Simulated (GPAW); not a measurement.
# MoS2 in GPAW: band structure with LDA

Aim: the band structure of MoS2 with LDA.

All numbers are computed with GPAW 26.7.0; they aren't measurements. Logs are shortened: lines on timing, memory, paths and dates and some standing lists are left out, and cuts for length are marked. The log counts tension as positive stress, the text compression.

**1. Starting point**

The cell holds a slab with vacuum, 6 atoms: a = 3.185 Å, b = 3.185 Å, c = 21.671 Å, α = 90.00°, β = 90.00°, γ = 120.00°.

**2. Band structure, LDA**

Input file run.py:

```python
from ase import Atoms
from ase.dft.bandgap import bandgap
from ase.io import write
from ase.units import GPa
from gpaw import GPAW, PW

atoms = Atoms(['Mo', 'Mo', 'S', 'S', 'S', 'S'],
              cell=[[3.184541456, 0.0, 0.0],
                    [-1.592270728, 2.7578938003, 0.0],
                    [0.0, 0.0, 21.67053472]],
              scaled_positions=[[0.3333333333, 0.6666666667, 0.85116023],
                                [0.6666666667, 0.3333333333, 0.14883977],
                                [0.6666666667, 0.3333333333, 0.77962539],
                                [0.3333333333, 0.6666666667, 0.077251],
                                [0.6666666667, 0.3333333333, 0.922749],
                                [0.3333333333, 0.6666666667, 0.22037461]],
              pbc=True)

calc = GPAW(mode=PW(600),
            xc='LDA',
            kpts={'size': (6, 6, 1), 'gamma': True},
            occupations={'name': 'fermi-dirac', 'width': 0.05},
            nbands=46,
            convergence={'density': 1e-05, 'energy': 1e-05},
            maxiter=150,
            txt='gpaw.txt')
atoms.calc = calc
energy = atoms.get_potential_energy()
forces = atoms.get_forces()
stress = atoms.get_stress()
calc.write('gs.gpw')
write('result.traj', atoms)
print(f'Energy: {energy:.6f} eV')
print('Forces (eV/A):')
print(forces.round(4))
print('Stress (GPa):', (stress / GPa).round(3))
print('Fermi level:', round(calc.get_fermi_level(), 4), 'eV')
print(f'Gap: {bandgap(calc)[0]:.4f} eV, direct: {bandgap(calc, direct=True)[0]:.4f} eV')

path = atoms.cell.bandpath('GMKGALHA,LM,KH', npoints=100, eps=1e-4)
bs_calc = calc.fixed_density(kpts=path, symmetry='off', nbands=78,
                             convergence={'bands': 'CBM+6.0', 'eigenstates': 1e-6}, txt='bands.txt')
bs = bs_calc.band_structure()
bs.write('bs.json')
print(f'Gap on the path: {bandgap(bs_calc)[0]:.4f} eV')
```

Potentials or basis: the program's PAW data sets (release 1.2.1) made for this functional, pw.

The run is started by

```sh
> OMP_NUM_THREADS=1 python run.py
```

gpaw.txt:

```text
__  _  _
 | _ |_)|_||  |
 |__||  | ||/\| - 26.7.0

Input parameters:
  mode=PW(ecut=600.0),
  convergence={'density': 1e-05, 'energy': 1e-05},
  kpts=MonkhorstPack(size=(6, 6, 1), gamma=True),
  maxiter=150,
  nbands=46,
  occupations=Occupations(name='fermi-dirac', width=0.05),
  xc=XC(name='LDA')

Diagonalizing LCAO Hamiltonian
Converting LCAO to pw mode

           S

        Mo

           S

        S

           Mo

        S

Atoms  # Å, Bohr magnetons
|   | symbol |         x |        y |         z |    initial magnetic moments |
|---|--------|-----------|----------|-----------|-----------------------------|
| 0 |     Mo | -0.000000 | 1.838596 | 18.445097 | ( 0.0000,  0.0000,  0.0000) |
| 1 |     Mo |  1.592271 | 0.919298 |  3.225437 | ( 0.0000,  0.0000,  0.0000) |
| 2 |      S |  1.592271 | 0.919298 | 16.894899 | ( 0.0000,  0.0000,  0.0000) |
| 3 |      S | -0.000000 | 1.838596 |  1.674070 | ( 0.0000,  0.0000,  0.0000) |
| 4 |      S |  1.592271 | 0.919298 | 19.996464 | ( 0.0000,  0.0000,  0.0000) |
| 5 |      S | -0.000000 | 1.838596 |  4.775636 | ( 0.0000,  0.0000,  0.0000) |

Unit cell  # Å
| periodic |         x |        y |         z |   lengths |     angles |
|----------|-----------|----------|-----------|-----------|------------|
|      yes |  3.184541 | 0.000000 |  0.000000 |  3.184541 |  90.000000 |
|      yes | -1.592271 | 2.757894 |  0.000000 |  3.184541 |  90.000000 |
|      yes |  0.000000 | 0.000000 | 21.670535 | 21.670535 | 120.000000 |

Number of symmetries: 12
Symmetry operations  # r_c * U_cc + t_c -> r_c
|    | kind |            matrix            |
|----|------|------------------------------|
|  0 |  σ   |  1, 1, 0,  0,-1, 0,  0, 0, 1 |
|  1 |  S6  |  1, 1, 0, -1, 0, 0,  0, 0,-1 |
|  2 |  E   |  1, 0, 0,  0, 1, 0,  0, 0, 1 |
|  3 |  C2  |  1, 0, 0, -1,-1, 0,  0, 0,-1 |
|  4 |  C2  |  0, 1, 0,  1, 0, 0,  0, 0,-1 |
|  5 |  C3  |  0, 1, 0, -1,-1, 0,  0, 0, 1 |
|  6 |  S6  |  0,-1, 0,  1, 1, 0,  0, 0,-1 |
|  7 |  σ   |  0,-1, 0, -1, 0, 0,  0, 0, 1 |
|  8 |  σ   | -1, 0, 0,  1, 1, 0,  0, 0, 1 |
|  9 |  i   | -1, 0, 0,  0,-1, 0,  0, 0,-1 |
| 10 |  C3  | -1,-1, 0,  1, 0, 0,  0, 0, 1 |
| 11 |  C2  | -1,-1, 0,  0, 1, 0,  0, 0,-1 |

BZ-sampling:
  Number of BZ points: 36
  Number of IBZ points: 7

  Monkhorst-Pack size: [6, 6, 1]
  Monkhorst-Pack shift: [0.08333333333333333, 0.08333333333333333, 0.0]

K-points  # in reciprocal-cell coordinates
|   |                                coordinates |     weight |
|---|--------------------------------------------|------------|
| 0 | (  0.00000000,   0.00000000,   0.00000000) | 0.02777778 |
| 1 | (  0.16666667,   0.00000000,   0.00000000) | 0.16666667 |
| 2 | (  0.33333333,  -0.16666667,   0.00000000) | 0.16666667 |
| 3 | (  0.33333333,   0.00000000,   0.00000000) | 0.16666667 |
| 4 | (  0.33333333,   0.33333333,   0.00000000) | 0.05555556 |
| 5 | (  0.50000000,   0.33333333,   0.00000000) | 0.33333333 |
| 6 | (  0.50000000,   0.50000000,   0.00000000) | 0.08333333 |

Plane wave coefficients: 6389
Cutoff: 600.0 eV

Spin-components: 1 (collinear spins)
Bands:           46
Projectors:      32
Spin-degeneracy: 2
Datatype:        complex128

Parallelization:
  kpt:    1
  domain: 1
  band:   1

Density:
  Valence electrons: 52.0
  Components: 1
  Grid points: [ 18  18 125]
  Charge: 0.0  # |e|

Potential:
  Grid points: [ 18  18 125]

species:
  Mo:
    name:    Molybdenum
    Z:       42.0
    valence: 14
    core:    28
    charge:  0.0  # [|e|]
    compensation charges:
      type: gauss
      rc: 0.38  # [Å]
      lmax: 2
    cutoffs:
      filter: 2.16  # [Å]
      core: 1.42  # [Å]
    projectors
    | kind |    occ | energy [eV] | rcut [Å] |
    |------|--------|-------------|----------|
    |   4s |  2.000 |     -64.384 |    1.238 |
    |   5s |  1.000 |      -4.319 |    1.238 |
    |   4p |  6.000 |     -38.595 |    1.296 |
    |   5p |  0.000 |      -1.161 |    1.296 |
    |   4d |  5.000 |      -3.933 |    1.296 |
    |    d |        |      23.278 |    1.296 |

    Using partial waves for Mo as LCAO basis

  S:
    name:    Sulfur
    Z:       16.0
    valence: 6
    core:    10
    charge:  0.0  # [|e|]
    compensation charges:
      type: gauss
      rc: 0.24  # [Å]
      lmax: 2
    cutoffs:
      filter: 1.77  # [Å]
      core: 1.66  # [Å]
    projectors
    | kind |    occ | energy [eV] | rcut [Å] |
    |------|--------|-------------|----------|
    |   3s |  2.000 |     -17.278 |    0.974 |
    |   3p |  4.000 |      -7.106 |    0.979 |
    |    s |        |       9.933 |    0.974 |
    |    p |        |      20.105 |    0.979 |
    |    d |        |       0.000 |    0.900 |

    Using partial waves for S as LCAO basis

Reference energy: -263337.961849  # eV

eigensolver:
  PPCG
  Converge bands: occupied
  niter=2

density mixing:
  MSR1-Mixer
  Pratt-step length: 0.05
  Maximum mixing coefficient: 0.75
  Old densities: 10
  SVD Regularization: 0.005
  Good broyden scale: 1.0
  Trust region scale: 1.0
  Backstep threshold: 4.0
  History deletion threshold: 6.0
  Fourier metric: weight=20.0, sigma=0.015

occupation numbers:
  Fermi-Dirac:
    width: 0.0500  # eV

poisson solver:
  ecut: 4800.0  # eV

xc functional:
  name: None

convergence criteria:
- Maximum integral of absolute [dens]ity change: 1e-05 electrons / valence electron
- Maximum [total energy] change in last 3 cyles: 1e-05 eV / valence electron
- Maximum integral of absolute [eigenst]ate change: 4e-08 eV^2 / valence electron
maximum number of iterations: 150

SCF iterations
|iter     | |      energy | eigst |  dens |
|---------|-|-------------|-------|-------|
|iter:   1| |  -52.572017 | +0.53 |       |
|iter:   2| |  -51.736304 | -1.07 | -0.99 |
|iter:   3| |  -49.706028 | -1.13 | -1.06 |
|iter:   4| |  -49.541845 | -1.81 | -1.44 |
|iter:   5| |  -49.656126 | -2.29 | -1.77 |
|iter:   6| |  -49.510911 | -2.46 | -1.76 |
|iter:   7| |  -49.500908 | -3.28 | -2.15 |
|iter:   8| |  -49.500866 | -4.76 | -3.11 |
|iter:   9| |  -49.500869c| -5.74 | -3.62 |
|iter:  10| |  -49.500869c| -6.93 | -4.41 |
|iter:  11| |  -49.500869c| -7.68c| -4.94 |
|iter:  12| |  -49.500869c| -8.25c| -5.50c|

Converged in 12 steps
Energy contributions relative to reference atoms: (reference = -263337.961849)

Energy contributions:
  Kinetic:          -8.123048
  Coulomb:          -5.298244
  Zero:             -0.158193
  External:          0.000000
  Xc:              -35.921383
  Entropy:          -0.000001
  Spinorbit:         0.000000
  ----------------------------
  Free energy:     -49.500869
  Extrapolated:    -49.500869

dipole moment: (0.000001, 0.000002, 0.000013)  # |e|*Ang

Fermi level: 2.346
Eigenvalues  # (at kpt = [0.000, 0.000, 0.000])
| band index |      eig [eV] | occ [0-2] |
|------------|---------------|-----------|
|          0 |       -59.360 |     2.000 |
|        ... |               |           |
|         18 |        -0.773 |     2.000 |
|         19 |        -0.146 |     2.000 |
|         20 |        -0.146 |     2.000 |
|         21 |        -0.135 |     2.000 |
|         22 |        -0.135 |     2.000 |
|         23 |         0.065 |     2.000 |
[... 8 lines left out ...]
|         32 |         4.459 |     0.000 |
|         33 |         4.459 |     0.000 |
|        ... |               |           |
|         45 |        12.148 |     0.000 |

Gap: 1.214 eV
Transition (v -> c):
  (s=0, k=0, n=25, [0.00, 0.00, 0.00]) -> (s=0, k=4, n=26, [0.33, 0.33, 0.00])
Direct/indirect transitions are different
Direct gap: 1.617 eV
Transition at: (s=0, k=4, n=25, [0.33, 0.33, 0.00])

Forces  # eV/Ang
|        x |        y |        z |
|----------|----------|----------|
|  0.00000 |  0.00000 |  0.00872 |  # Mo   0
| -0.00000 |  0.00000 | -0.00872 |  # Mo   1
| -0.00000 |  0.00000 |  0.42087 |  # S    2
|  0.00000 | -0.00000 |  0.33949 |  # S    3
| -0.00000 |  0.00000 | -0.33949 |  # S    4
|  0.00000 | -0.00000 | -0.42087 |  # S    5

Stress tensor  # eV/Ang^3
|        x |        y |        z |
|----------|----------|----------|
| 0.025380 | 0.000000 | 0.000000 |
| 0.000000 | 0.025380 | 0.000000 |
| 0.000000 | 0.000000 | 0.015838 |

# Writing to gs.gpw (mode='')
```

Wall time 11 min (1 thread of Arm Neoverse V1, shared host); peak memory 1.2 GiB.

What came out:

| Property | Result |
| --- | --- |
| Free energy | -49.5009 eV |
| Largest force | 0.421 eV/Å |
| Band gap on the k mesh | 1.21 eV, indirect (least direct gap 1.62 eV) |
| Band gap along the path | 1.21 eV, indirect (least direct gap 1.62 eV) |

Forces on the atoms (eV/Å):
```
Mo   0.000  0.000  0.009
Mo   0.000  0.000 -0.009
S    0.000  0.000  0.421
S    0.000  0.000  0.339
S    0.000  0.000 -0.339
S    0.000  0.000 -0.421
```

Stress tensor (GPa, compression positive):
```
-4.07  0.00  0.00
 0.00 -4.07  0.00
 0.00  0.00 -2.54
```

Levels at the corners of the path, in eV from the valence-band top:
```tsv
point	band 24	band 25	band 26	band 27	band 28	band 29
Γ	-1.71	-0.51	0.00	2.37	2.37	2.38
M	-1.34	-1.03	-0.99	1.80	1.82	2.28
K	-2.44	-0.45	-0.40	1.21	1.21	2.47
Γ	-1.71	-0.51	0.00	2.37	2.37	2.38
A	-1.71	-0.51	0.00	2.37	2.37	2.38
L	-1.34	-1.03	-0.99	1.80	1.82	2.28
H	-2.44	-0.45	-0.40	1.21	1.21	2.47
A	-1.71	-0.51	0.00	2.37	2.37	2.38
L	-1.34	-1.03	-0.99	1.80	1.82	2.28
M	-1.34	-1.03	-0.99	1.80	1.82	2.28
K	-2.44	-0.45	-0.40	1.21	1.21	2.47
H	-2.44	-0.45	-0.40	1.21	1.21	2.47
```

**3. For comparison**

An earlier run on the cell as given: functional PBEsol; potentials or basis PAW data sets generated in the run's folder for this functional; cutoff 600 eV; basis pw; k mesh 10 × 10 × 2; occupations fermi-dirac, width 0.05 eV; no spin polarisation.

- Largest force: 0.134 eV/Å
- Band gap on the k mesh: 1.36 eV, indirect (least direct gap 1.87 eV)
